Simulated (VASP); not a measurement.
# BaS (Fm-3m) in VASP: notebook

BaS is run at these levels: LDA; tasks: single point, relaxation of cell and atoms.

All numbers are computed with VASP 6.6.1; they aren't measurements. Logs are shortened: lines on timing, memory, paths and dates and some standing lists are left out, and cuts for length are marked.

**The experiment to reproduce.**

From a printed reference work, monograph, original work of 1988, for a bulk crystal of BaS at 2 K: band gap 3.806 eV (indirect).

The runs below are set against these values where they give the same quantity.

### Step 1. The cell of the first run

Symmetry: Fm-3m, No. 225, cubic system. Conventional cell: a = 6.271 Å, b = 6.271 Å, c = 6.271 Å, α = 90.00°, β = 90.00°, γ = 90.00°. Within 4.1 Å of Ba (site symmetry m-3m) lie 6 S at 3.14 Å. S (site symmetry m-3m) has 6 Ba at 3.14 Å within 4.1 Å.

### Step 2. Single point, LDA

Input file INCAR:

```
ALGO = Normal ; EDIFF = 1E-6
ENCUT = 500 ; GGA = CA
GGA_COMPAT = F ; ISIF = 2
ISMEAR = 0 ; LASPH = T
LCHARG = T ; LELF = T
LREAL = F ; LVHAR = T
LWAVE = F ; NBANDS = 15
NELM = 120 ; PREC = Accurate
SIGMA = 0.02
```

Input file KPOINTS:

```
k-points
0
Gamma
  8 8 8
```

Input file POSCAR:

```
BaS
1.0
    0.0000000000      3.1357495644      3.1357495644
    3.1357495644      0.0000000000      3.1357495644
    3.1357495644      3.1357495644      0.0000000000
Ba S
1 1
Direct
    0.0000000000      0.0000000000      0.0000000000
    0.5000000000      0.5000000000      0.5000000000
```

Potentials or basis: VASP PAW LDA potentials, release 64 (Ba_sv, S).

The run is started by

```bash
> cat potpaw_LDA.64/Ba_sv/POTCAR potpaw_LDA.64/S/POTCAR > POTCAR
> mpirun -np 1 vasp_std > vasp.out
```

OUTCAR:

```text
EDIFF = 1E-6
   ENCUT = 500
   GGA = CA
   ISIF = 2
   ISMEAR = 0
   LASPH = T
   LREAL = F
   NELM = 120
   PREC = Accurate

 ion  position               nearest neighbor table
   1  0.000  0.000  0.000-   2 3.14   2 3.14   2 3.14   2 3.14   2 3.14   2 3.14
   2  0.500  0.500  0.500-   1 3.14   1 3.14   1 3.14   1 3.14   1 3.14   1 3.14

  LATTYP: Found a face centered cubic cell.
 ALAT       =     6.2714991288

  Lattice vectors:

 A1 = (   0.0000000000,   3.1357495644,   3.1357495644)
 A2 = (   3.1357495644,   0.0000000000,   3.1357495644)
 A3 = (   3.1357495644,   3.1357495644,   0.0000000000)

Analysis of symmetry for initial positions (statically):
=====================================================================
 Subroutine PRICEL returns:
 Original cell was already a primitive cell.

 Routine SETGRP: Setting up the symmetry group for a
 face centered cubic supercell.

 Subroutine GETGRP returns: Found 48 space group operations
 (whereof 48 operations were pure point group operations)
 out of a pool of 48 trial point group operations.

The static configuration has the point symmetry O_h .

Analysis of symmetry for dynamics (positions and initial velocities):
=====================================================================
 Subroutine PRICEL returns:
 Original cell was already a primitive cell.

 Routine SETGRP: Setting up the symmetry group for a
 face centered cubic supercell.

 Subroutine GETGRP returns: Found 48 space group operations
 (whereof 48 operations were pure point group operations)
 out of a pool of 48 trial point group operations.

The dynamic configuration has the point symmetry O_h .

 Subroutine INISYM returns: Found 48 space group operations
 (whereof 48 operations are pure point group operations),
 and found     1 'primitive' translations

----------------------------------------------------------------------------------------

                                     Primitive cell

  volume of cell :      61.6672

  direct lattice vectors                    reciprocal lattice vectors
     0.000000000  3.135749564  3.135749564    -0.159451509  0.159451509  0.159451509
     3.135749564  0.000000000  3.135749564     0.159451509 -0.159451509  0.159451509
     3.135749564  3.135749564  0.000000000     0.159451509  0.159451509 -0.159451509

  length of vectors
     4.434619562  4.434619562  4.434619562     0.276178115  0.276178115  0.276178115

  position of ions in fractional coordinates (direct lattice)
     0.000000000  0.000000000  0.000000000
     0.500000000  0.500000000  0.500000000

  ion indices of the primitive-cell ions
   primitive index   ion index
                 1           1
                 2           2

----------------------------------------------------------------------------------------

 KPOINTS: k-points

Automatic generation of k-mesh.
 Grid dimensions read from file:
 generate k-points for:    8    8    8

 Generating k-lattice:

  Cartesian coordinates                     Fractional coordinates (reciprocal lattice)
    -0.019931439  0.019931439  0.019931439     0.125000000  0.000000000  0.000000000
     0.019931439 -0.019931439  0.019931439     0.000000000  0.125000000  0.000000000
     0.019931439  0.019931439 -0.019931439     0.000000000  0.000000000  0.125000000

  Length of vectors
     0.034522264  0.034522264  0.034522264

  Shift w.r.t. Gamma in fractional coordinates (k-lattice)
     0.000000000  0.000000000  0.000000000

 Subroutine IBZKPT returns following result:
 ===========================================

 Found     29 irreducible k-points:

 Following reciprocal coordinates:
            Coordinates               Weight
  0.000000  0.000000  0.000000      1.000000
  0.125000  0.000000  0.000000      8.000000
  0.250000  0.000000  0.000000      8.000000
  0.375000  0.000000  0.000000      8.000000
  0.500000  0.000000  0.000000      4.000000
  0.125000  0.125000  0.000000      6.000000
[... 16 lines left out ...]
  0.500000  0.250000  0.125000     48.000000
 -0.375000  0.250000  0.125000     24.000000
 [... further k-points ...]
   k-points           NKPTS =     29   k-points in BZ     NKDIM =     29   number of bands    NBANDS=     15
   number of dos      NEDOS =    301   number of ions     NIONS =      2
   total plane-waves  NPLWV =  32768
   dimension x,y,z NGX =    32 NGY =   32 NGZ =   32
   dimension x,y,z NGXF=    64 NGYF=   64 NGZF=   64
   ions per type =               1   1
   NGX,Y,Z   is equivalent  to a cutoff of  12.00, 12.00, 12.00 a.u.
   NGXF,Y,Z  is equivalent  to a cutoff of  23.99, 23.99, 23.99 a.u.
 SYSTEM =  unknown system
   PREC   = accura    normal or accurate (medium, high low for compatibility)
   ISTART =      0    job   : 0-new  1-cont  2-samecut
   ICHARG =      2    charge: 1-file 2-atom 10-const
   ISPIN  =      1    spin polarized calculation?
   LNONCOLLINEAR =      F non collinear calculations
   LSORBIT =      F    spin-orbit coupling
   LASPH  =      T    aspherical Exc in radial PAW
   ENCUT  =  500.0 eV  36.75 Ry    6.06 a.u.   8.09  8.09  8.09*2*pi/ulx,y,z
   NELM   =    120;   NELMIN=  2; NELMDL= -5     # of ELM steps
   EDIFF  = 0.1E-05   stopping-criterion for ELM
   LREAL  =      F    real-space projection
   EDIFFG = 0.1E-04   stopping-criterion for IOM
   NSW    =      0    number of steps for IOM
   IBRION =     -1    ionic relax: 0-MD 1-quasi-New 2-CG
   NFREE  =      0    steps in history (QN), initial steepest desc. (CG)
   ISIF   =      2    stress and relaxation
   ISYM   =      2    0-nonsym 1-usesym 2-fastsym
   POTIM  = 0.5000    time-step for ionic-motion
   TEBEG  =    0.0;   TEEND  =   0.0 temperature during run
   PSTRESS=    0.0 pullay stress
   NELECT =      16.0000    total number of electrons
   NUPDOWN=      -1.0000    fix difference up-down
   EMIN   =  10.00;   EMAX   =-10.00  energy-range for DOS
   EFERMI =   0.00;   METHOD = LEGACY
   ISMEAR =     0;   SIGMA  =   0.02  broadening in eV -4-tet -1-fermi 0-gaus
   EFERMI_NEDOS =   21; number of points for ismear=-14 and -15
   IALGO  =     38    algorithm
   IMIX   =      4    mixing-type and parameters
     AMIX     =   0.40;   BMIX     =  1.00
     AMIX_MAG =   1.60;   BMIX_MAG =  1.00
  volume/ion in A,a.u.               =      30.83       208.08
  Fermi-wavevector in a.u.,A,eV,Ry     =   1.044151  1.973160 14.833780  1.090252
  Thomas-Fermi vector in A             =   2.178892
   LORBIT       =      0    0 simple, 1 ext, 2 COOP (PROOUT), +10 PAW based schemes
   GGA     = CA    functional components
   LHFCALC =     F    Hartree Fock is set to
   AEXX    =    0.0000 exact exchange contribution
   IVDW    =     0    specifies the selected vdW correction
   LEPSILON=     F    determine dielectric tensor
   LRPA    =     F    only Hartree local field effects (RPA)
 non-spin polarized calculation
 Gauss-broadening in eV      SIGMA  =   0.02
  energy-cutoff  :      500.00
  volume of cell :       61.67
 maximum number of plane-waves:      1588
   NGX = 17   NGY = 17   NGZ = 17

 number of electron      16.0000000 magnetization

 Free energy of the ion-electron system (eV)
  ---------------------------------------------------
  ext. energy  EPLUGINS =         0.00000000
  ---------------------------------------------------
  free energy    TOTEN  =       -11.17248526 eV

  energy without entropy =      -11.17248526  energy(sigma->0) =      -11.17248526

 E-fermi :   1.7382     XC(G=0):  -9.2167

 val. band max:        1.5421152140   @ k =   0.0000   0.0000   0.0000
 cond. band min:       3.3390006222   @ k =   0.5000   0.5000   0.0000
 fundamental gap:      1.7968854083
 Fermi energy:         1.7381767329

 k-point     1 :       0.0000    0.0000    0.0000
  band No.  band energies     occupation
      1     -24.2981      2.00000
      2      -9.3627      2.00000
      3      -9.3627      2.00000
      4      -9.3627      2.00000
      5      -8.8604      2.00000
      6       1.5421      2.00000
      7       1.5421      2.00000
      8       1.5421      2.00000
      9       5.1271      0.00000
     10       5.2408      0.00000
     11       5.2408      0.00000
     12       5.2408      0.00000
     13       6.2866      0.00000
     14       6.2866      0.00000
     15      10.0686      0.00000

 k-point     2 :       0.1250    0.0000    0.0000
  band No.  band energies     occupation
      1     -24.2892      2.00000
      2      -9.8000      2.00000
      3      -9.3698      2.00000
      4      -9.3698      2.00000
      5      -8.4102      2.00000
      6       1.0818      2.00000
      7       1.2979      2.00000
      8       1.2979      2.00000
      9       5.2512      0.00000
     10       5.4930      0.00000
     11       5.4930      0.00000
     12       5.7676      0.00000
     13       6.7917      0.00000
     14       6.7917      0.00000
     15      10.7476      0.00000

 k-point     3 :       0.2500    0.0000    0.0000
  band No.  band energies     occupation
      1     -24.2676      2.00000
      2     -10.3168      2.00000
      3      -9.3866      2.00000
      4      -9.3866      2.00000
      5      -7.8597      2.00000
      6       0.2648      2.00000
      7       0.8257      2.00000
      8       0.8257      2.00000
      9       5.4977      0.00000
     10       6.1978      0.00000
     11       6.1978      0.00000
     12       7.0249      0.00000
     13       8.0409      0.00000
     14       8.0409      0.00000
     15      12.2116      0.00000
[... 343 lines left out ...]
 k-point    23 :       0.5000    0.2500    0.1250
  band No.  band energies     occupation
      1     -24.2347      2.00000
      2     -10.4896      2.00000
      3      -9.6000      2.00000
      4      -9.4661      2.00000
      5      -7.7376      2.00000
      6      -0.0553      2.00000
      7       0.5220      2.00000
      8       0.9654      2.00000
      9       5.2546      0.00000
     10       7.1807      0.00000
     11       7.7295      0.00000
     12       7.9486      0.00000
     13       9.1737      0.00000
     14      10.5137      0.00000
     15      11.2164      0.00000

 k-point    24 :      -0.3750    0.2500    0.1250
  band No.  band energies     occupation
      1     -24.2276      2.00000
      2     -10.5475      2.00000
      3      -9.6125      2.00000
      4      -9.4975      2.00000
      5      -7.6933      2.00000
      6      -0.0900      2.00000
      7       0.5920      2.00000
      8       0.6973      2.00000
      9       6.1319      0.00000
     10       6.3443      0.00000
     11       8.3014      0.00000
     12       8.6084      0.00000
     13       9.5893      0.00000
     14      10.5087      0.00000
     15      11.2687      0.00000

 [... further k-points ...]

------------------------ aborting loop because EDIFF is reached ----------------------------------------

  FORCE on cell =-STRESS in cart. coord.  units (eV):
  Direction    XX          YY          ZZ          XY          YZ          ZX
  --------------------------------------------------------------------------------------
  -------------------------------------------------------------------------------------
  Total        0.2966814      0.2966814      0.2966814     -0.0000000     -0.0000000      0.0000000
  in kB        7.7080901      7.7080901      7.7080901     -0.0000000     -0.0000000      0.0000000
  external PRESSURE =       7.7080901 kB  Pullay stress =       0.0000000 kB

 VOLUME and BASIS-vectors are now :
 -----------------------------------------------------------------------------
  energy-cutoff  :      500.00
  volume of cell :       61.67
      direct lattice vectors                 reciprocal lattice vectors
     0.000000000  3.135749564  3.135749564    -0.159451509  0.159451509  0.159451509
     3.135749564  0.000000000  3.135749564     0.159451509 -0.159451509  0.159451509
     3.135749564  3.135749564  0.000000000     0.159451509  0.159451509 -0.159451509

 POSITION                                       TOTAL-FORCE (eV/Angst)
 -----------------------------------------------------------------------------------
      0.00000      0.00000      0.00000         0.000000     -0.000000      0.000000
      3.13575      3.13575      3.13575        -0.000000      0.000000     -0.000000
 -----------------------------------------------------------------------------------
    total drift:                                0.000000     -0.000000     -0.000000

  FREE ENERGIE OF THE ION-ELECTRON SYSTEM (eV)
  ---------------------------------------------------
  free  energy   TOTEN  =       -11.1724852644 eV

  energy  without entropy=      -11.1724852644  energy(sigma->0) =      -11.17248526
```

Run time: 8.5 s. Hardware: 1 thread of Intel Xeon 6975P-C (Granite Rapids), shared host; peak memory 0.16 GiB.

What came out:

```
Free energy            : -11.1725 eV
Pressure               : 0.8 GPa
Band gap on the k mesh : 1.80 eV, indirect (least direct gap 1.90 eV)
```

Caveat: spin-orbit coupling is left out, which moves the levels of the heavy elements.

### Step 3. Relaxation of cell and atoms, LDA

This run uses another cell than the first one, of 32.58 Å³/atom, 1.057 times its volume.

Input file INCAR:

```
SYSTEM = BaS
PREC = Accurate
ENCUT = 500
EDIFF = 1E-7
ISMEAR = 0
SIGMA = 0.02
LREAL = .FALSE.
LASPH = .TRUE.
NELM = 120
ALGO = Normal
ISIF = 3
LWAVE = .FALSE.
LCHARG = .FALSE.
IBRION = 2
NSW = 100
EDIFFG = -0.005
GGA_COMPAT = .FALSE.
NELMIN = 4
```

Input file KPOINTS:

```
Automatic mesh
0
G
  8 8 8
  0 0 0
```

Input file POSCAR:

```
BaS
1.0
    0.0000000000      3.1937500000      3.1937500000
    3.1937500000      0.0000000000      3.1937500000
    3.1937500000      3.1937500000      0.0000000000
Ba S
1 1
Direct
    0.0000000000      0.0000000000      0.0000000000
    0.5000000000      0.5000000000      0.5000000000
```

Potentials or basis: VASP PAW LDA potentials, release 64 (Ba_sv, S).

The run is started by

```bash
> cat potpaw_LDA.64/Ba_sv/POTCAR potpaw_LDA.64/S/POTCAR > POTCAR
> mpirun -np 1 vasp_std > vasp.out
```

Run time: 29 s. Hardware: 1 thread of Intel Xeon 6975P-C (Granite Rapids), shared host; peak memory 0.18 GiB.

Results (log left out):

| Item | Value |
| --- | --- |
| Free energy | -11.1752 eV |
| Relaxed volume | 31.30 Å³/atom |
| Relaxed cell | a = 4.457 Å, b = 4.457 Å, c = 4.457 Å, α = 60.00°, β = 60.00°, γ = 60.00° |
| Space group after relaxing (to 0.05 Å) | Fm-3m (No. 225) |
| Energy gained by relaxing | 7.6 meV/atom |
| Ionic steps | 3 |
| Pressure after relaxing | 0.0 GPa |
| Band gap on the k mesh | 1.83 eV, indirect (least direct gap 1.94 eV) |

The path:
| step | energy change (eV) | largest force (eV/Å) | pressure (GPa) | volume (Å³) |
| --- | --- | --- | --- | --- |
| 1 | 0.0000 | 0.0000 | -1.85 | 65.15 |
| 2 | -0.0131 | 0.0000 | 0.77 | 61.68 |
| 3 | -0.0153 | 0.0000 | 0.00 | 62.59 |

Final structure:
```
Ba S
1.0
     0.00000    3.15136    3.15136
     3.15136    0.00000    3.15136
     3.15136    3.15136    0.00000
Ba S
1 1
Cartesian
  0.0000 0.0000 0.0000
  3.1514 3.1514 3.1514
```

Levels at points of the mesh, in eV from the valence-band top:
```
           k point  band 6  band 7  band 8  band 9  band 10  band 11
(0.00, 0.00, 0.00)    0.00    0.00    0.00    3.51     3.70     3.70
(0.50, 0.00, 0.00)   -2.11   -1.20   -1.20    5.53     5.59     6.33
(0.50, 0.50, 0.00)   -0.49   -0.12   -0.12    1.83     5.96     6.08
```

Caveat: spin-orbit coupling is left out, which moves the levels of the heavy elements. LDA usually gives volumes a few per cent too small.

### Step 4. How close it comes

Step 2. Measured gap of BaS: 3.806 eV (indirect; 2 K; a printed reference work, monograph, original work of 1988). This calculation gives 1.80 eV (-2.01 eV). So large a miss can be the level of theory's own, or it may mean another phase, state or a wrong row. Spin-orbit coupling on Ba is left out. The value is that of LDA on a finite k mesh, which can miss the band edges, without temperature or zero-point motion. Semilocal functionals fall short of measured gaps as a rule.
